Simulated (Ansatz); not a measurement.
**In under changes of volume**

One of the cells (26.419 Å³/atom); the others are scaled copies at fixed shape and fractional positions:

```
CELL_PARAMETERS angstrom
1.66964 0.96397 8.20746
-1.66964 0.96397 8.20746
0.00000 -1.92793 8.20746
ATOMIC_POSITIONS crystal
In 0.22199 0.22199 0.22199
In 0.77801 0.77801 0.77801
In 0.00000 0.00000 0.00000
```

This isn't the form of In at room conditions, which is tetragonal.

| Item | Value |
| --- | --- |
| Program | Ansatz 0.2.0 |
| Functional | r2SCAN |
| Potentials or basis | Ansatz PAW |
| Cutoff | 500 eV (not typed: the program's choice for these potentials) |
| k mesh | 9 × 9 × 9 |
| Occupations | fermi-dirac, width 0.05 eV |
| Spin | no spin polarisation |

```csv
volume (Å³/atom),energy over the lowest point (meV/atom),pressure (GPa),largest force (eV/Å)
24.834,13.83,2.9,0.015
25.363,6.00,1.8,0.004
25.891,1.51,0.9,0.005
26.419,0.00,0.0,0.014
26.948,?,?,?
27.476,4.71,-1.4,0.028
28.005,10.36,-2.0,0.035
```

Q: What does the run at 26.948 Å³/atom give?

A: Energy over the lowest point 1.17 meV/atom; pressure -0.7 GPa; largest force 0.021 eV/Å.

Worked out: A Birch-Murnaghan fit of order 3 (a polynomial in V^(-2/3)) to the other rows has its minimum at 26.44 Å³/atom with B0 = V·E''(V) = 40 GPa and B' = 4.7 at fixed shape and positions, which overstates the stiffness. It gives 1.17 meV/atom at 26.948 Å³/atom, against the run's 1.17, and -dE/dV = -0.7 GPa, against -0.7.

Energies are extrapolated to zero smearing.

Caveats: the PAW data sets come from PBE, with cores solved anew for the run's functional, which leaves a small shift of forces and pressure.
